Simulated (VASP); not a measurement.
# GaP (F-43m) in VASP: a series of runs

The runs below take GaP through relaxation of cell and atoms, with PBE.

Program: VASP 6.6.1. These are calculated values, not measurements. Logs are shortened: lines on timing, memory, paths and dates and some standing lists are left out, and cuts for length are marked.

## 1. The crystal as given

Symmetry: F-43m, No. 216, cubic system. The conventional cell has a = 5.451 Å, b = 5.451 Å, c = 5.451 Å, α = 90.00°, β = 90.00°, γ = 90.00°. Ga (site symmetry -43m) is surrounded by 4 P at 2.36 Å. P (site symmetry -43m) is surrounded by 4 Ga at 2.36 Å.

## 2. Relaxation of cell and atoms, PBE

The input, INCAR:

```
SYSTEM = GaP
  PREC = Accurate
  ENCUT = 520
  EDIFF = 1E-7
  ISMEAR = 0
  SIGMA = 0.02
  LREAL = .False.
  LASPH = .True.
  NELM = 80
  ALGO = Fast
  ISIF = 3
  LWAVE = .False.
  LCHARG = .False.
  GGA = PE
  IBRION = 2
  NSW = 80
  EDIFFG = -0.002
  KPAR = 4
```

The input, KPOINTS:

```
regular mesh
0
Gamma
  10 10 10
  0 0 0
```

The input, POSCAR:

```
GaP
1.0
    0.0000000000      2.7252500000      2.7252500000
    2.7252500000      0.0000000000      2.7252500000
    2.7252500000      2.7252500000      0.0000000000
Ga P
1 1
Direct
    0.0000000000      0.0000000000      0.0000000000
    0.2500000000      0.2500000000      0.2500000000
```

Potentials or basis: VASP PAW PBE potentials, release 64 (Ga_d, P).

The run is started by

```
$ cat potpaw_PBE.64/Ga_d/POTCAR potpaw_PBE.64/P/POTCAR > POTCAR
$ mpirun -np 4 vasp_std > vasp.out
```

OUTCAR:

```text
SYSTEM = GaP
   PREC = Accurate
   ENCUT = 520
   EDIFF = 1E-7
   ISMEAR = 0
   LREAL = .False.
   LASPH = .True.
   NELM = 80
   ISIF = 3
   GGA = PE
   IBRION = 2
   NSW = 80
   EDIFFG = -0.002

 ion  position               nearest neighbor table
   1  0.000  0.000  0.000-   2 2.36   2 2.36   2 2.36   2 2.36
   2  0.250  0.250  0.250-   1 2.36   1 2.36   1 2.36   1 2.36

  LATTYP: Found a face centered cubic cell.
 ALAT       =     5.4505000000

  Lattice vectors:

 A1 = (   0.0000000000,   2.7252500000,   2.7252500000)
 A2 = (   2.7252500000,   0.0000000000,   2.7252500000)
 A3 = (   2.7252500000,   2.7252500000,   0.0000000000)

Analysis of symmetry for initial positions (statically):
=====================================================================
 Subroutine PRICEL returns:
 Original cell was already a primitive cell.

 Routine SETGRP: Setting up the symmetry group for a
 face centered cubic supercell.

 Subroutine GETGRP returns: Found 24 space group operations
 (whereof 24 operations were pure point group operations)
 out of a pool of 48 trial point group operations.

The static configuration has the point symmetry T_d .

Analysis of symmetry for dynamics (positions and initial velocities):
=====================================================================
 Subroutine PRICEL returns:
 Original cell was already a primitive cell.

 Routine SETGRP: Setting up the symmetry group for a
 face centered cubic supercell.

 Subroutine GETGRP returns: Found 24 space group operations
 (whereof 24 operations were pure point group operations)
 out of a pool of 48 trial point group operations.

The dynamic configuration has the point symmetry T_d .

 Subroutine INISYM returns: Found 24 space group operations
 (whereof 24 operations are pure point group operations),
 and found     1 'primitive' translations

----------------------------------------------------------------------------------------

                                     Primitive cell

  volume of cell :      40.4808

  direct lattice vectors                    reciprocal lattice vectors
     0.000000000  2.725250000  2.725250000    -0.183469406  0.183469406  0.183469406
     2.725250000  0.000000000  2.725250000     0.183469406 -0.183469406  0.183469406
     2.725250000  2.725250000  0.000000000     0.183469406  0.183469406 -0.183469406

  length of vectors
     3.854085511  3.854085511  3.854085511     0.317778334  0.317778334  0.317778334

  position of ions in fractional coordinates (direct lattice)
     0.000000000  0.000000000  0.000000000
     0.250000000  0.250000000  0.250000000

  ion indices of the primitive-cell ions
   primitive index   ion index
                 1           1
                 2           2

----------------------------------------------------------------------------------------

 KPOINTS: regular mesh

Automatic generation of k-mesh.
 Grid dimensions read from file:
 generate k-points for:   10   10   10

 Generating k-lattice:

  Cartesian coordinates                     Fractional coordinates (reciprocal lattice)
    -0.018346941  0.018346941  0.018346941     0.100000000  0.000000000  0.000000000
     0.018346941 -0.018346941  0.018346941     0.000000000  0.100000000  0.000000000
     0.018346941  0.018346941 -0.018346941     0.000000000  0.000000000  0.100000000

  Length of vectors
     0.031777833  0.031777833  0.031777833

  Shift w.r.t. Gamma in fractional coordinates (k-lattice)
     0.000000000  0.000000000  0.000000000

 Subroutine IBZKPT returns following result:
 ===========================================

 Found     47 irreducible k-points:

 Following reciprocal coordinates:
            Coordinates               Weight
  0.000000  0.000000  0.000000      1.000000
  0.100000  0.000000  0.000000      8.000000
  0.200000  0.000000  0.000000      8.000000
  0.300000  0.000000  0.000000      8.000000
  0.400000  0.000000  0.000000      8.000000
  0.500000  0.000000  0.000000      4.000000
[... 16 lines left out ...]
  0.300000  0.300000  0.000000      6.000000
  0.400000  0.300000  0.000000     24.000000
 [... further k-points ...]
   k-points           NKPTS =     47   k-points in BZ     NKDIM =     47   number of bands    NBANDS=     13
   number of dos      NEDOS =    301   number of ions     NIONS =      2
   total plane-waves  NPLWV =  27000
   dimension x,y,z NGX =    30 NGY =   30 NGZ =   30
   dimension x,y,z NGXF=    60 NGYF=   60 NGZF=   60
   ions per type =               1   1
   NGX,Y,Z   is equivalent  to a cutoff of  12.94, 12.94, 12.94 a.u.
   NGXF,Y,Z  is equivalent  to a cutoff of  25.88, 25.88, 25.88 a.u.
 SYSTEM =  GaP
   PREC   = accura    normal or accurate (medium, high low for compatibility)
   ISTART =      0    job   : 0-new  1-cont  2-samecut
   ICHARG =      2    charge: 1-file 2-atom 10-const
   ISPIN  =      1    spin polarized calculation?
   LNONCOLLINEAR =      F non collinear calculations
   LSORBIT =      F    spin-orbit coupling
   LASPH  =      T    aspherical Exc in radial PAW
   ENCUT  =  520.0 eV  38.22 Ry    6.18 a.u.   7.17  7.17  7.17*2*pi/ulx,y,z
   NELM   =     80;   NELMIN=  2; NELMDL= -5     # of ELM steps
   EDIFF  = 0.1E-06   stopping-criterion for ELM
   LREAL  =      F    real-space projection
   EDIFFG = -.2E-02   stopping-criterion for IOM
   NSW    =     80    number of steps for IOM
   IBRION =      2    ionic relax: 0-MD 1-quasi-New 2-CG
   NFREE  =      1    steps in history (QN), initial steepest desc. (CG)
   ISIF   =      3    stress and relaxation
   ISYM   =      2    0-nonsym 1-usesym 2-fastsym
   POTIM  = 0.5000    time-step for ionic-motion
   TEBEG  =    0.0;   TEEND  =   0.0 temperature during run
   PSTRESS=    0.0 pullay stress
   NELECT =      18.0000    total number of electrons
   NUPDOWN=      -1.0000    fix difference up-down
   EMIN   =  10.00;   EMAX   =-10.00  energy-range for DOS
   EFERMI =   0.00;   METHOD = LEGACY
   ISMEAR =     0;   SIGMA  =   0.02  broadening in eV -4-tet -1-fermi 0-gaus
   EFERMI_NEDOS =   21; number of points for ismear=-14 and -15
   IALGO  =     68    algorithm
   IMIX   =      4    mixing-type and parameters
     AMIX     =   0.40;   BMIX     =  1.00
     AMIX_MAG =   1.60;   BMIX_MAG =  1.00
  volume/ion in A,a.u.               =      20.24       136.59
  Fermi-wavevector in a.u.,A,eV,Ry     =   1.249538  2.361284 21.243377  1.561344
  Thomas-Fermi vector in A             =   2.383574
   LORBIT       =      0    0 simple, 1 ext, 2 COOP (PROOUT), +10 PAW based schemes
   GGA     = PE    functional components
   LHFCALC =     F    Hartree Fock is set to
   AEXX    =    0.0000 exact exchange contribution
   IVDW    =     0    specifies the selected vdW correction
   LEPSILON=     F    determine dielectric tensor
   LRPA    =     F    only Hartree local field effects (RPA)
 conjugate gradient relaxation of ions
 non-spin polarized calculation
 RMM-DIIS sequential band-by-band and
 Gauss-broadening in eV      SIGMA  =   0.02
  energy-cutoff  :      520.00
  volume of cell :       40.48
 maximum number of plane-waves:      1106
 NGX is ok and might be reduce to    30
   NGX = 15   NGY = 15   NGZ = 15

--------------------------------------- Ionic step        1  -------------------------------------------

 number of electron      17.9999989 magnetization

 Free energy of the ion-electron system (eV)
  ---------------------------------------------------
  ext. energy  EPLUGINS =         0.00000000
  ---------------------------------------------------
  free energy    TOTEN  =        -9.11811951 eV

  energy without entropy =       -9.11811951  energy(sigma->0) =       -9.11811951

------------------------ aborting loop because EDIFF is reached ----------------------------------------

  FORCE on cell =-STRESS in cart. coord.  units (eV):
  Direction    XX          YY          ZZ          XY          YZ          ZX
  --------------------------------------------------------------------------------------
  -------------------------------------------------------------------------------------
  Total        0.6318252      0.6318252      0.6318252      0.0000000      0.0000000      0.0000000
  in kB       25.0068228     25.0068228     25.0068228      0.0000000      0.0000000      0.0000000
  external PRESSURE =      25.0068228 kB  Pullay stress =       0.0000000 kB
[... 57 lines left out ...]
  energy  without entropy=       -9.1252097293  energy(sigma->0) =       -9.12520973

--------------------------------------- Ionic step        3  -------------------------------------------

 number of electron      18.0000003 magnetization

 Free energy of the ion-electron system (eV)
  ---------------------------------------------------
  ext. energy  EPLUGINS =         0.00000000
  ---------------------------------------------------
  free energy    TOTEN  =        -9.12746148 eV

  energy without entropy =       -9.12746148  energy(sigma->0) =       -9.12746148

 E-fermi :   4.4417     XC(G=0):  -9.6967

 val. band max:        4.3486700446   @ k =   0.0000   0.0000   0.0000
 cond. band min:       5.9270100042   @ k =   0.0000   0.0000   0.0000
 fundamental gap:      1.5783399596
 Fermi energy:         4.4417461193

 k-point     1 :       0.0000    0.0000    0.0000
  band No.  band energies     occupation
      1     -10.1537      2.00000
      2     -10.1537      2.00000
      3     -10.1537      2.00000
      4     -10.0629      2.00000
      5     -10.0629      2.00000
      6      -7.9204      2.00000
      7       4.3487      2.00000
      8       4.3487      2.00000
      9       4.3487      2.00000
     10       5.9270      0.00000
     11       8.2450      0.00000
     12       8.2450      0.00000
     13       8.2450      0.00000
[... 353 lines left out ...]
 k-point    24 :       0.4000    0.3000    0.0000
  band No.  band energies     occupation
      1     -10.2399      2.00000
      2     -10.1105      2.00000
      3     -10.1087      2.00000
      4     -10.0845      2.00000
      5     -10.0481      2.00000
      6      -6.0219      2.00000
      7      -0.9610      2.00000
      8       1.8606      2.00000
      9       2.1922      2.00000
     10       6.4193      0.00000
     11       7.4694      0.00000
     12      11.8313      0.00000
     13      12.3290      0.00000

 [... further k-points ...]
[... 5 lines left out ...]
  --------------------------------------------------------------------------------------
  -------------------------------------------------------------------------------------
  Total        0.0033433      0.0033433      0.0033433      0.0000000      0.0000000      0.0000000
  in kB        0.1283961      0.1283961      0.1283961      0.0000000      0.0000000      0.0000000
  external PRESSURE =       0.1283961 kB  Pullay stress =       0.0000000 kB
[... 17 lines left out ...]
  FREE ENERGIE OF THE ION-ELECTRON SYSTEM (eV)
  ---------------------------------------------------
  free  energy   TOTEN  =        -9.1274614845 eV

  energy  without entropy=       -9.1274614845  energy(sigma->0) =       -9.12746148

 reached required accuracy - stopping structural energy minimisation
```

Wall time 29 s (4 MPI ranks of Intel Xeon Platinum 8259CL at 2.50GHz (Skylake/Cascade Lake), shared host); peak memory 0.18 GiB.

Results:

```
Free energy                            : -9.1275 eV
Relaxed volume                         : 20.86 Å³/atom
Relaxed cell                           : a = 3.893 Å, b = 3.893 Å, c = 3.893 Å, α = 60.00°, β = 60.00°, γ = 60.00°
Space group after relaxing (to 0.05 Å) : F-43m (No. 216)
Energy gained by relaxing              : 4.7 meV/atom
Ionic steps                            : 3
Pressure after relaxing                : 0.0 GPa
Band gap on the k mesh                 : 1.58 eV, direct
```

Step by step:
```tsv
step	energy change (eV)	largest force (eV/Å)	pressure (GPa)	volume (Å³)
1	0.0000	0.0000	2.50	40.48
2	-0.0071	0.0000	-1.13	42.36
3	-0.0093	0.0000	0.01	41.72
```

Final structure:
```xyz
2
Lattice="0.0000 2.7528 2.7528 2.7528 0.0000 2.7528 2.7528 2.7528 0.0000" Properties=species:S:1:pos:R:3 pbc="T T T"
Ga    0.0000    0.0000    0.0000
P     1.3764    1.3764    1.3764
```

A k mesh can miss the band edges. PBE usually gives volumes a little too large and moduli too small.

## 3. Relaxation of cell and atoms, PBE

This run uses another cell than the first one, of 20.86 Å³/atom, 1.031 times its volume.

INCAR is that of step 2.

KPOINTS is that of step 2.

The input, POSCAR:

```
GaP                                     
1.0
   -0.0000000000      2.7527638776      2.7527638776
    2.7527638776      0.0000000000      2.7527638776
    2.7527638776      2.7527638776      0.0000000000
  Ga              P             
     1     1
Direct
     0.0000000000000000    0.0000000000000000    0.0000000000000000
     0.2500000000000000    0.2500000000000000    0.2500000000000000
```

Potentials or basis: VASP PAW PBE potentials, release 64 (Ga_d, P).

The run is started by

```
$ cat potpaw_PBE.64/Ga_d/POTCAR potpaw_PBE.64/P/POTCAR > POTCAR
$ mpirun -np 4 vasp_std > vasp.out
```

Wall time 31 s (4 MPI ranks of Intel Xeon Platinum 8259CL at 2.50GHz (Skylake/Cascade Lake), shared host); peak memory 0.18 GiB.

The run converged. Its results:

| Property | Result |
| --- | --- |
| Free energy | -9.1276 eV |
| Relaxed volume | 20.87 Å³/atom |
| Relaxed cell | a = 3.893 Å, b = 3.893 Å, c = 3.893 Å, α = 60.00°, β = 60.00°, γ = 60.00° |
| Space group after relaxing (to 0.05 Å) | F-43m (No. 216) |
| Energy gained by relaxing | 0.0 meV/atom |
| Ionic steps | 5 |
| Pressure after relaxing | 0.0 GPa |
| Band gap on the k mesh | 1.58 eV, direct |

Final structure:
```cif
data_structure
_symmetry_space_group_name_H-M 'P 1'
_symmetry_Int_Tables_number 1
_cell_length_a 3.8934
_cell_length_b 3.8934
_cell_length_c 3.8934
_cell_angle_alpha 60.000
_cell_angle_beta 60.000
_cell_angle_gamma 60.000
_cell_volume 41.73
loop_
_atom_site_label
_atom_site_type_symbol
_atom_site_fract_x
_atom_site_fract_y
_atom_site_fract_z
_atom_site_occupancy
Ga1 Ga 0.00000 0.00000 0.00000 1
P1 P 0.25000 0.25000 0.25000 1
```

Levels at points of the mesh, in eV from the valence-band top:
| k point | band 6 | band 7 | band 8 | band 9 | band 10 | band 11 | band 12 | band 13 |
| --- | --- | --- | --- | --- | --- | --- | --- | --- |
| (0.00, 0.00, 0.00) | -12.27 | 0.00 | 0.00 | 0.00 | 1.58 | 3.90 | 3.90 | 3.90 |
| (0.50, 0.00, 0.00) | -10.30 | -6.46 | -1.07 | -1.07 | 1.58 | 4.73 | 4.73 | 8.23 |
| (0.50, 0.50, 0.00) | -9.44 | -6.61 | -2.58 | -2.58 | 1.72 | 1.85 | 10.37 | 10.37 |

A k mesh can miss the band edges.
